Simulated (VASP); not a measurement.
Write the native input for VASP 6.6.1 that does the following.

* Task: relaxation of cell and atoms
* Functional: PBEsol
* Potentials or basis: VASP PAW PBE potentials, release 64 (Ag, I)
* Cutoff: 600 eV
* k mesh: 9 × 9 × 4
* Occupations: gaussian, width 0.03 eV
* Spin: no spin polarisation
* Further INCAR settings: ALGO = Normal; EDIFF = 1e-06; IBRION = 2; EDIFFG = -0.01; NSW = 90; ISIF = 3

The structure of AgI (Iodargyrite) lies in POSCAR:

```
AgI
1.0
    4.5900000000      0.0000000000      0.0000000000
   -2.2950000000      3.9750566034      0.0000000000
    0.0000000000      0.0000000000      7.5200000000
Ag I
2 2
Direct
    0.6666666667      0.3333333333      0.6300000000
    0.3333333333      0.6666666667      0.1300000000
    0.6666666667      0.3333333333      0.0000000000
    0.3333333333      0.6666666667      0.5000000000
```

The input as run:

INCAR

```
ALGO = Normal
EDIFF = 1E-6
EDIFFG = -0.01
ENCUT = 600
GGA = PS
IBRION = 2
ISIF = 3
ISMEAR = 0
LASPH = True
LCHARG = False
LREAL = False
LWAVE = False
NELM = 80
NSW = 90
PREC = Accurate
SIGMA = 0.03
```

KPOINTS

```
k-points
0
Gamma
  9 9 4
```

Potentials or basis: VASP PAW PBE potentials, release 64 (Ag, I).

Command:

```console
$ cat potpaw_PBE.64/Ag/POTCAR potpaw_PBE.64/I/POTCAR > POTCAR
$ mpirun -np 1 vasp_std > vasp.out
```

It gave:

| Property | Result |
| --- | --- |
| Relaxed volume | 33.49 Å³/atom |
| Relaxed cell | a = 4.554 Å, b = 4.554 Å, c = 7.460 Å, α = 90.00°, β = 90.00°, γ = 120.00° |
| Space group after relaxing (to 0.05 Å) | P6_3mc (No. 186) |
| Energy gained by relaxing | 2.6 meV/atom |
| Ionic steps | 16 |
| Pressure after relaxing | 0.0 GPa |
| Largest force after relaxing | 0.004 eV/Å |
| Band gap on the k mesh | 1.23 eV, direct |

Caveat: the PAW data sets were made with another functional, which shifts forces and pressure a little; spin-orbit coupling is left out, which moves the levels of the heavy elements.

Wall time 7.4 min on 1 thread of Intel(R) Xeon(R) 6975P-C (Granite Rapids), with other jobs on the host, peak memory 0.4 GiB.
